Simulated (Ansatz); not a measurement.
# Sr in Ansatz: the effect of functional

Crystal: Sr.

```xyz
1
Lattice="0.0000 3.0219 3.0219 3.0219 0.0000 3.0219 3.0219 3.0219 0.0000" Properties=species:S:1:pos:R:3 pbc="T T T"
Sr    0.0000    0.0000    0.0000
```

The cell isn't the ideal one: volume scaled by 0.98.

Alike in all runs:

| Property | Result |
| --- | --- |
| Program | Ansatz 0.2.0 |
| Task | single point |
| Potentials or basis | Ansatz PAW |
| k mesh | 8 × 8 × 8 |
| Occupations | fermi-dirac, width 0.05 eV |
| Spin | no spin polarisation |

Task: One run gave: pressure -1.4 GPa. Which functional did it use?
A. PBE
B. r2SCAN
C. LDA

Result: C.

```tsv
functional	cutoff	pressure (GPa)
LDA	420 eV (not typed: the program's choice for these potentials)	-1.4
r2SCAN	500 eV (not typed: the program's choice for these potentials)	0.3
PBE	420 eV (not typed: the program's choice for these potentials)	-0.1
```

Caveats: the PAW data sets come from PBE, with cores solved anew for the run's functional, which leaves a small shift of forces and pressure (some runs).
